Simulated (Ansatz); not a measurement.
Base system: CsPbI3 in the cubic perovskite structure (space group Pm-3m, No. 221; a = 6.391 Å).

(Cell as relaxed with PBE.)

Levels (all Ansatz, an electronic-structure program, PAW, earlier PAW set): PBE (420 eV, spin-orbit coupling left out); PBEsol (420 eV, no SOC).

Each level relaxes its own structure.

| quantity | PBE | PBEsol |
|---|---|---|
| volume per atom | 52.20 Å³ | (withheld) |
| lattice parameter a | 6.391 Å | (withheld) |
| band gap | 1.49 eV | (withheld) |
| gap character | direct at R | (withheld) |
| electron mass (degenerate bands, along [100]) | 0.070, 0.77, 0.77 mₑ | (withheld) |
| hole mass | 0.15 mₑ | (withheld) |

Problem. Predict the PBEsol column.

Solution. 
- volume per atom, PBEsol: 48.77 Å³
- lattice parameter a, PBEsol: 6.247 Å
- band gap, PBEsol: 1.20 eV
- gap character, PBEsol: direct at R
- electron mass (degenerate bands, along [100]), PBEsol: 0.059, 0.67, 0.67 mₑ
- hole mass, PBEsol: 0.11 mₑ

PBE's volume per atom lies 3.43 Å³ above PBEsol's (7.0 %); PBE's lattice parameter a lies 0.1431 Å above PBEsol's (2.3 %); PBE's band gap lies 0.29 eV above PBEsol's; the two agree on the gap character. Neither level is exact; PBEsol is the comparison here, not a measurement.

With I and Pb present, leaving out spin-orbit coupling can change the band edges. Masses are band curvatures over ±0.01 Å⁻¹ around the edge. No phonon test of stability was made. Many cubic perovskites are stable only at high temperature; tilts and polar distortions were not tested. This is not the structure that CsPbI3 has at room temperature and ambient pressure.
